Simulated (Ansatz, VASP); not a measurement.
# One calculation of B, two programs

```
B
1.0
     1.46950   -2.66204    0.00000
     1.46950    2.66204    0.00000
     0.00000    0.00000    3.26292
B
4
Direct
  0.65585 0.34415 0.40996
  0.15585 0.84415 0.09004
  0.34415 0.65585 0.59004
  0.84415 0.15585 0.90996
```

Alike in both runs: functional PBE; k mesh 18 × 18 × 14; occupations gaussian, width 0.1 eV; no spin polarisation.

Ansatz relaxed the structure, and its values are those at the end. VASP's run is a single point on that final structure, the one shown.

|  | VASP | Ansatz |
| --- | --- | --- |
| version | VASP 6.6.1 | Ansatz 0.2.0 |
| potentials or method | VASP PAW PBE potentials, release 64 (B) | scalar-relativistic, plane waves, PAW |
| plane-wave cutoff (eV) | 520 | 420 |
| valence electrons in the cell | 12 | 12 |

```tsv
	VASP	Ansatz	Ansatz less VASP
gap on the k mesh at the Fermi level (eV)	none	none	-
pressure (GPa)	0.0	0.0	-0.03
```

A gap of «none» marks a metal or a gap that the smearing closes. The functional is the same, so the differences come from potentials, cutoffs and numerics.
